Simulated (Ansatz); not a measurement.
SCF log, CuO

We look at CuO: an experimental structure (space group C2/c), with 4 atoms per cell. Sizeable forces remain on the atoms, so the positions aren't those of the computed minimum. Source: COD entry 9015887; the sample's temperature and pressure aren't taken into account, and it need not be the stable phase.

Theory: DFT, r2SCAN, PAW, plane waves, scalar-relativistic in Ansatz development build ahead of 0.2.0.

The input:

```yaml
crystal:
  lattice:
    - [2.34195, -1.7367, 0.0]
    - [2.34195, 1.7367, 0.0]
    - [-0.7775, 0.0, 5.06325]
  atoms:
    - { symbol: Cu, position: [0.0, 0.5, 0.0], spin: 1.0 }
    - { symbol: Cu, position: [0.5, 0.0, 0.5], spin: 1.0 }
    - { symbol: O, position: [0.5279, 0.4721, 0.25] }
    - { symbol: O, position: [0.4721, 0.5279, 0.75] }
magnetization:
  spin_polarized: true
hamiltonian:
  xc: r2scan
  pseudopotentials: { kind: paw }
basis:
  ecutwfc: 500
kpoints:
  mp_grid: { grid: [7, 7, 4] }
scf:
  occupations: { method: fermi_dirac, width: 0.02 }
output:
  forces: true
  stress: true
```

What the program printed (shortened):

```
Pseudopotentials: kind: paw
Pseudopotential: Cu, paw, valence charge 19, recommended cutoff 500 eV (meta_gga), Cu.paw.azcp
Pseudopotential: O, paw, valence charge 6, recommended cutoff 500 eV (meta_gga), O.paw.azcp
Functional definition: r2SCAN
Crystal: 4 atoms, lattice volume = 41.187 Å³
Basis set: ecut = 500 eV, 1063 PW (Γ), exchange–correlation on 96×96×160 points (64 copies of the dense FFT grid, shifted against one another)
Bands: 32, of which v1, the nominal top of the filled ones, is band 25 counted from 1 (24 counted from 0)
Symmetry: 4 space group operations
Space group: C2/c (ITA 15), of the structure as read, at distance tolerance 3.5e-5 Å
Magnetic group: BNS 15.85 (UNI 92), of the structure as read, at distance tolerance 3.5e-5 Å
k-points: 60 of 196
Non-local potential: Cu, projectors of the file, l = 0: 3, l = 1: 2, l = 2: 3, l = 3: 1
Non-local potential: O, projectors of the file, l = 0: 2, l = 1: 2, l = 2: 1
PAW frozen core: Cu, regenerated for the run's functional (the file was generated under x = pbe(κ = 0.804, μ = 0.2195149727645171), c = pbe(β = 0.06672455060314922))
PAW frozen core: O, regenerated for the run's functional (the file was generated under x = pbe(κ = 0.804, μ = 0.2195149727645171), c = pbe(β = 0.06672455060314922))
Initial density: superposition of atomic densities (chi_scale 0.1, normalization cell, long waves kept (reshape's long-wave potential 0.00 eV rms))
Starting moments: Σ|m| = 2 μB on 2 of 4 sites
Initial wavefunctions: pseudopotential atomic-orbital guess
Functional: x = r2scan, c = r2scan; τ floored in thin density (d = 2e-4 eV/Å³)
iter 1 solved again at ethr=7.56e-4 eV; its pass at ethr=3.10e-3 eV (dr2=3.78e-1 eV) is discarded
SCF iter   1: F=—  HF=-14396.218382 eV  |F-HF|=—  |Δ(HF+E_count)|=         —  Δρ=8.53e-2 (↑6.77e-2 ↓8.53e-2)  dr2=3.79e-1  dr2_τ=3.95e-2  dr2_m=1.94e0  M=0.740 μB ∫|m|=0.799 μB  β_m=0.30  ethr=7.56e-4  ⟨swp⟩=1.0  Hψ=18641  notcnv=0
preconditioner: auto → Kerker (q_TF=auto, 2.818 Å⁻¹)  [metal: Δε(μ)=0.002 eV  Ē_g=14.355 eV  σ=0.020 eV  W_gap=0.03  n_scr=20 (ndim 8)  ℏωp=33.7 eV  f_vac=0.000  D(μ)=3.18/eV (n_scr^D=36)]
spin=Collinear: Kerker preconditioning applied to the charge; magnetization (m = ρ↑ − ρ↓) channel mixes plain (no charge-response kernel on spin).
SCF iter   2: F=—  HF=-14396.637867 eV  |F-HF|=—  |Δ(HF+E_count)|=   4.19e-1  Δρ=5.56e-2 (↑5.56e-2 ↓4.82e-2)  dr2=2.32e-1  dr2_τ=1.14e-2  dr2_m=8.38e-1  M=0.841 μB ∫|m|=0.890 μB  β_m=0.30  ethr=7.56e-4  ⟨swp⟩=2.5  Hψ=6057  notcnv=0  κ⁻¹=1.0e0(r=1)
SCF iter   3: F=—  HF=-14396.858316 eV  |F-HF|=—  |Δ(HF+E_count)|=   2.20e-1  Δρ=4.05e-2 (↑4.05e-2 ↓3.47e-2)  dr2=1.62e-1  dr2_τ=6.52e-3  dr2_m=4.15e-1  M=0.872 μB ∫|m|=0.921 μB  β_m=0.30  ethr=4.65e-4  ⟨swp⟩=2.0  Hψ=5368  notcnv=0  defer=185  κ⁻¹=2.7e-2(r=2)
SCF iter   4: F=—  HF=-14397.090603 eV  |F-HF|=—  |Δ(HF+E_count)|=   2.32e-1  Δρ=2.44e-2 (↑2.44e-2 ↓1.60e-2)  dr2=3.06e-2  dr2_τ=2.00e-3  dr2_m=1.51e-1  M=0.978 μB ∫|m|=1.029 μB  β_m=0.30  ethr=3.24e-4  ⟨swp⟩=2.3  Hψ=6306  notcnv=0  defer=223  κ⁻¹=6.0e-4(r=3)
SCF iter   5: F=—  HF=-14397.118976 eV  |F-HF|=—  |Δ(HF+E_count)|=   2.84e-2  Δρ=1.64e-2 (↑1.64e-2 ↓1.12e-2)  dr2=1.68e-2  dr2_τ=1.04e-3  dr2_m=6.94e-2  M=1.032 μB ∫|m|=1.082 μB  β_m=0.30  ethr=6.13e-5  ⟨swp⟩=2.0  Hψ=4895  notcnv=0  defer=230  κ⁻¹=4.0e-4(r=4)
SCF iter   6: F=—  HF=-14397.136701 eV  |F-HF|=—  |Δ(HF+E_count)|=   1.77e-2  Δρ=1.43e-2 (↑7.40e-3 ↓1.43e-2)  dr2=1.52e-2  dr2_τ=6.97e-4  dr2_m=4.35e-2  M=1.041 μB ∫|m|=1.093 μB  β_m=0.30  ethr=3.35e-5  ⟨swp⟩=2.8  Hψ=6451  notcnv=0  defer=230  κ⁻¹=5.9e-5(r=5)
SCF iter   7: F=—  HF=-14397.146872 eV  |F-HF|=—  |Δ(HF+E_count)|=   1.02e-2  Δρ=8.07e-3 (↑6.14e-3 ↓8.07e-3)  dr2=2.13e-3  dr2_τ=4.01e-4  dr2_m=1.85e-2  M=1.097 μB ∫|m|=1.151 μB  β_m=1.00  ethr=3.04e-5  ⟨swp⟩=2.3  Hψ=5252  notcnv=0  defer=230  κ⁻¹=2.0e-5(r=6)
SCF iter   8: F=—  HF=-14397.156057 eV  |F-HF|=—  |Δ(HF+E_count)|=   9.18e-3  Δρ=5.48e-3 (↑5.48e-3 ↓4.44e-3)  dr2=8.07e-4  dr2_τ=3.08e-4  dr2_m=9.08e-3  M=1.202 μB ∫|m|=1.269 μB  β_m=1.00  ethr=4.25e-6  ⟨swp⟩=2.0  Hψ=7268  notcnv=0  defer=230  κ⁻¹=6.2e-6(r=7)
SCF iter   9: F=—  HF=-14397.163224 eV  |F-HF|=—  |Δ(HF+E_count)|=   7.17e-3  Δρ=4.20e-3 (↑4.20e-3 ↓3.56e-3)  dr2=1.23e-3  dr2_τ=1.50e-4  dr2_m=5.30e-3  M=1.283 μB ∫|m|=1.355 μB  β_m=1.00  ethr=1.61e-6  ⟨swp⟩=2.0  Hψ=7568  notcnv=0  defer=230  κ⁻¹=3.5e-6(r=8)
SCF iter  10: F=—  HF=-14397.168573 eV  |F-HF|=—  |Δ(HF+E_count)|=   5.35e-3  Δρ=4.07e-3 (↑3.80e-3 ↓4.07e-3)  dr2=4.12e-3  dr2_τ=1.17e-4  dr2_m=4.66e-3  M=1.357 μB ∫|m|=1.433 μB  β_m=1.00  ethr=1.61e-6  ⟨swp⟩=2.0  Hψ=7270  notcnv=0  defer=230  κ⁻¹=3.1e-6(r=8)
SCF iter  11: F=—  HF=-14397.173696 eV  |F-HF|=—  |Δ(HF+E_count)|=   5.12e-3  Δρ=4.29e-3 (↑3.26e-3 ↓4.29e-3)  dr2=8.45e-3  dr2_τ=9.14e-5  dr2_m=3.07e-3  M=1.416 μB ∫|m|=1.496 μB  β_m=1.00  ethr=1.61e-6  ⟨swp⟩=2.0  Hψ=7078  notcnv=0  defer=230  κ⁻¹=3.7e-6(r=8)
[... 11 iterations left out ...]
SCF iter  23: F=—  HF=-14397.219054 eV  |F-HF|=—  |Δ(HF+E_count)|=   4.17e-4  Δρ=5.78e-4 (↑5.78e-4 ↓2.50e-4)  dr2=5.54e-5  dr2_τ=1.85e-6  dr2_m=4.02e-5  M=1.883 μB ∫|m|=2.021 μB  β_m=1.20  ethr=1.57e-7  ⟨swp⟩=2.0  Hψ=5379  notcnv=0  defer=235  κ⁻¹=2.1e-6(r=8)
SCF iter  24: F=—  HF=-14397.219289 eV  |F-HF|=—  |Δ(HF+E_count)|=   2.35e-4  Δρ=5.75e-4 (↑2.22e-4 ↓5.75e-4)  dr2=6.35e-5  dr2_τ=6.74e-7  dr2_m=4.19e-5  M=1.888 μB ∫|m|=2.027 μB  β_m=1.20  ethr=1.11e-7  ⟨swp⟩=2.0  Hψ=6605  notcnv=0  defer=235  κ⁻¹=4.4e-6(r=8)
SCF iter  25: F=—  HF=-14397.219626 eV  |F-HF|=—  |Δ(HF+E_count)|=   3.37e-4  Δρ=4.38e-4 (↑3.15e-4 ↓4.38e-4)  dr2=4.33e-5  dr2_τ=1.28e-6  dr2_m=3.89e-5  M=1.861 μB ∫|m|=1.996 μB  β_m=1.20  ethr=1.11e-7  ⟨swp⟩=2.0  Hψ=6773  notcnv=0  defer=235  κ⁻¹=2.8e-6(r=8)
SCF iter  26: F=—  HF=-14397.219635 eV  |F-HF|=—  |Δ(HF+E_count)|=   8.90e-6  Δρ=2.20e-4 (↑1.83e-4 ↓2.20e-4)  dr2=1.17e-5  dr2_τ=3.67e-7  dr2_m=1.02e-5  M=1.852 μB ∫|m|=1.986 μB  β_m=1.20  ethr=8.66e-8  ⟨swp⟩=2.0  Hψ=5551  notcnv=0  defer=235  κ⁻¹=2.1e-6(r=8)
SCF iter  27: F=—  HF=-14397.219636 eV  |F-HF|=—  |Δ(HF+E_count)|=   1.86e-6  Δρ=2.11e-4 (↑1.58e-4 ↓2.11e-4)  dr2=8.78e-6  dr2_τ=3.00e-7  dr2_m=1.07e-5  M=1.844 μB ∫|m|=1.978 μB  β_m=1.20  ethr=2.35e-8  ⟨swp⟩=2.0  Hψ=6622  notcnv=0  defer=235  κ⁻¹=4.0e-6(r=8)
SCF iter  28: F=—  HF=-14397.219641 eV  |F-HF|=—  |Δ(HF+E_count)|=   4.22e-6  Δρ=2.97e-5 (↑2.67e-5 ↓2.97e-5)  dr2=1.93e-7  dr2_τ=8.20e-9  dr2_m=2.51e-7  M=1.852 μB ∫|m|=1.986 μB  β_m=1.20  ethr=1.76e-8  ⟨swp⟩=2.0  Hψ=6171  notcnv=0  defer=235  κ⁻¹=4.8e-6(r=8)
SCF iter  29: F=—  HF=-14397.219641 eV  |F-HF|=—  |Δ(HF+E_count)|=   2.29e-7  Δρ=1.86e-5 (↑1.86e-5 ↓1.30e-5)  dr2=6.07e-8  dr2_τ=1.82e-9  dr2_m=7.13e-8  M=1.853 μB ∫|m|=1.987 μB  β_m=1.20  ethr=2.00e-10  ⟨swp⟩=2.0  Hψ=13517  notcnv=0  κ⁻¹=6.6e-6(r=8)
SCF iter  30: F=—  HF=-14397.219641 eV  |F-HF|=—  |Δ(HF+E_count)|=   1.30e-7  Δρ=3.42e-5 (↑3.03e-5 ↓3.42e-5)  dr2=1.52e-7  dr2_τ=7.20e-9  dr2_m=3.52e-7  M=1.853 μB ∫|m|=1.988 μB  β_m=1.20  ethr=1.21e-10  ⟨swp⟩=4.0  Hψ=12061  notcnv=0  κ⁻¹=1.3e-5(r=8)
SCF iter  31: F=—  HF=-14397.219642 eV  |F-HF|=—  |Δ(HF+E_count)|=   8.74e-7  Δρ=8.07e-6 (↑7.67e-6 ↓8.07e-6)  dr2=7.16e-9  dr2_τ=3.68e-10  dr2_m=1.99e-8  M=1.851 μB ∫|m|=1.985 μB  β_m=1.20  ethr=1.21e-10  ⟨swp⟩=2.0  Hψ=14136  notcnv=0  κ⁻¹=4.2e-6(r=8)
SCF iter  32: F=-14397.219642 eV  HF=-14397.219642 eV  |F-HF|=4.10e-9  |Δ(HF+E_count)|=   2.22e-8  Δρ=1.66e-6 (↑1.66e-6 ↓1.57e-6)  dr2=1.01e-9  dr2_τ=3.25e-11  dr2_m=2.81e-11  M=1.851 μB ∫|m|=1.985 μB  ethr=1.43e-11  ⟨swp⟩=3.3  Hψ=10449  notcnv=0
SCF 1 converged in 32 iterations: F = -14397.219642 eV  dr2 = 1.01e-9
  greatest PAW one-centre occupation: 1.000 electrons in one spin orbital (limit 2), on the Cu atom at site 0 (counted from 0), in its partial waves of l = 0
this state was not tested for a lower state beside it, because the mixer in use, unlike msr1, does not test its closes by its own steps (another_mixer; see scf.mixing.algorithm and scf.lower_state_search)
SCF converged after 32 iterations
Magnetization: 1.8506 μB (25.9253 up, 24.0747 down)
Absolute magnetization: 1.9695 μB (∫|ρ↑−ρ↓|, with the PAW one-centre terms)
Spin contamination: 0.0084 ħ² per cell (⟨S²⟩ above its minimum at these occupations)
Per-site moments (μB) at R_I (Å): [(0.6096, 0.7703), (0.6096, 0.7703), (0.3073, 0.7703), (0.3073, 0.7703)]
Free energy (F): -14397.219642 eV
Harris-Foulkes:  -14397.219642 eV  (|F-HF|=4.10e-9)
Internal energy: -14397.217608 eV  (E = F + TS)
E sigma→0 (E₀):  -14397.218625 eV
Entropy (-TS):   -0.002033 eV (-0.508 meV/atom)
Fermi energy:    11.821944 eV
--- Per-component energies (eV) ---
  E_band       = -942.281696
  E_kinetic    = 944.741041
  E_local      = -9803.386674  (includes V_loc(G=0)·N_el)
  E_nonlocal   = 881.929790
  E_hartree    = 4249.531454
  E_xc         = -312.283926
  E_vxc        = -456.310112  (∫ρ·V_xc dr)
  E_paw        = -3667.933219  (= ΣΔE_a)
  E_vpaw       = -1038.706680  (= ΣTr[D̂ρ^β])
  E_aug_tail   = 0.002184  (compensation charges beyond the density's cutoff)
  E_vtau       = 30.385251  (kinetic-family band-sum trace: ∫τ·v_τ [+ j·A + Jᵃ·Aᵃ] dr)
  E_ewald      = -6689.152161
  E_core_change = -0.666098  (= ΣΔE_core)
  E_smearing   = -0.002033  (= −TS)
  E_closure    = -0.000000  (closes the sum)
  Σ components = -14397.219642   (vs F -14397.219642, Δ=0.00e0)
--- Forces (eV/Å), atoms counted from 1 ---
  atom   1  Cu     0.00000000     0.00000000    -0.00000000
  atom   2  Cu     0.00000000    -0.00000000     0.00000000
  atom   3  O      0.00000000    -0.61858924     0.00000000
  atom   4  O      0.00000000     0.61858924     0.00000000
  max |Σ_I F_I| component: 1.89e-29 eV/Å
--- Stress (GPa, compression-positive) ---
       -1.292246       0.000000       7.700061
        0.000000       4.910017       0.000000
        7.700154       0.000000       7.861812
  P = ⅓ Tr σ = 3.8265 GPa (38.265 kbar)
```

Among 14 converged runs of this cell from various starts and settings, this end is 23.5 meV/atom above the lowest found (antiferromagnetic, site moments Cu1 0.54, Cu2 -0.54 μB, total 0.00 μB per cell, a gap of 0.19 eV on the k-mesh).

A semilocal functional without U tends to delocalise d and f electrons, and can give a metal where the real compound is an insulator. Gaps of semilocal functionals run low against measured ones. The mesh is too coarse to rank close states of a metal with certainty: differences of some tens of meV/atom may change, at times in sign.

The run took 33 s on 2 threads of Arm Neoverse V1, on a shared host, peak memory 0.53 GiB.
